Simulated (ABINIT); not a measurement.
Runs of ABINIT 10.8.3 (patched build) on TiSi. It takes space group Cmmm (No. 65, orthorhombic). The conventional cell has a = 3.632 Å, b = 4.235 Å, c = 3.804 Å, α = 90.00°, β = 90.00°, γ = 90.00°. Ti (site symmetry mmm) is surrounded by 8 Si at 2.63 to 2.85 Å and 4 Ti at 2.79 Å. Around Si (site symmetry mmm) lie 8 Ti at 2.63 to 2.85 Å and 4 Si at 2.79 Å. The cell comes from a database or a generator and needn't be the stable form of this composition.

```csv
task,level,potentials or basis,cell,k mesh,cutoff (eV),cell freedom (optcell),optimiser (ionmov),cutoff smearing ecutsm (Ha),force stop (Ha/bohr),bands in the sums,gap on the mesh (eV),pressure (GPa),relaxed volume (Å³/atom)
relaxation of cell and atoms,LDA,PseudoDojo NC SR LDA v0.4.1 standard,relaxed,8 × 8 × 5,1143,2,2,0.5,2e-05,-,none,0.0,(a)
relaxation of cell and atoms,PBEsol,PseudoDojo NC SR PBEsol v0.4.1 standard,relaxed,8 × 8 × 5,1143,2,2,0.5,2e-05,-,none,0.0,14.17
single point,PBEsol,PseudoDojo NC SR PBEsol v0.4.1 standard,as given,8 × 8 × 5,1034,-,-,-,-,-,none,-4.3,-
optical spectrum,PBEsol,PseudoDojo NC SR PBEsol v0.4.1 standard,as given,12 × 12 × 8,1034,-,-,-,-,14,none,-4.5,-
```

Alike in all rows: no spin polarisation; smearing fermi-dirac 0.05 eV.

Q: Estimate the missing entries.

A: (a) 13.79.

Caveats: the intraband (Drude) term is left out (some runs); spectra need much finer meshes, so this one isn't converged (some runs).

A k mesh can miss the band edges.

A gap of «none» marks a metal or a gap under the smearing width.

Not every run made on this cell is shown here.
